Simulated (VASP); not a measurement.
Input of a VASP 6.6.1 run:

Contents of INCAR:

```
SYSTEM = Li
ALGO = Fast ; DIPOL = 0.5 0.5 0.285
EDIFF = 1E-6 ; ENCUT = 520
GGA = PE ; IDIPOL = 3
ISIF = 2 ; ISMEAR = 0
LASPH = .TRUE. ; LCHARG = .FALSE.
LDIPOL = .TRUE. ; LREAL = .FALSE.
LWAVE = .FALSE. ; NBANDS = 10
NELM = 100 ; PREC = Accurate
SIGMA = 0.1
```

KPOINTS

```
k-points
0
G
  6 6 1
  0 0 0
```

Contents of POSCAR:

```
Li
1.0
    3.1527182528      0.0000000000      0.0000000000
   -1.5763591264      2.7303340979      0.0000000000
    0.0000000000      0.0000000000     26.3141176533
Li
2
Direct
    0.6666666667      0.3333333333      0.2432399255
    0.3333333333      0.6666666667      0.3267962885
```

Potentials or basis: VASP PAW PBE potentials, release 64 (Li_sv).

Command:

```console
$ cat potpaw_PBE.64/Li_sv/POTCAR > POTCAR
$ mpirun -np 1 vasp_std > vasp.out
```

Question: Predict the band gap on the k mesh.

Answer: None (metal or under the smearing width).

Question: What does it give for the largest force?

Answer: 0.019 eV/Å.

Forces in eV/Å, atoms in the order of the input:
```
Li   0.000  0.000 -0.019
Li   0.000  0.000  0.019
```

Caveat: the k mesh is coarse (spacing up to 0.38 Å⁻¹), so the values aren't converged.
